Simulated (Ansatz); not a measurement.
FeO (Wuestite):

```xyz
2
Lattice="0.0000 2.1554 2.1554 2.1554 0.0000 2.1554 2.1554 2.1554 0.0000" Properties=species:S:1:pos:R:3 pbc="T T T"
Fe    0.0000    0.0000    0.0000
O     2.1554    2.1554    2.1554
```

```yaml
Program: Ansatz 0.2.0
Task: relaxation of cell and atoms
Functional: BLYP
Potentials_or_basis: all-electron LAPW, scalar-relativistic
Basis_error_allowed: 0.001 eV/atom
k_mesh: 11 × 11 × 11
Occupations: fermi-dirac, width 0.05 eV
Spin: collinear spin, ferromagnetic start
Starting_moments: "[3.0, 0.0] μB"
```

At the start: volume 10.01 Å³/atom.

Q: Where does the relaxation end?

A: Over 5 steps the energy falls by 7.6 meV/atom and the volume is 10.39 Å³/atom (+3.7 %); space group Fm-3m (No. 225, to 0.05 Å); moment 4.00 μB per cell.

Step by step:
```csv
step,energy change (eV),largest force (eV/Å),volume (Å³)
1,0.0000,0.0000,20.03
2,-0.0129,0.0000,20.48
3,-0.0152,0.0000,20.76
4,-0.0152,0.0000,20.77
5,-0.0152,0.0000,20.77
```

Final structure:
```
Fe O
1.0
     0.00000    2.18189    2.18189
     2.18189    0.00000    2.18189
     2.18189    2.18189    0.00000
Fe O
1 1
Direct
  0.00000 0.00000 0.00000
  0.50000 0.50000 0.50000
```

Caveat: a cell with one magnetic atom can't hold antiferromagnetic order, which such compounds often take.
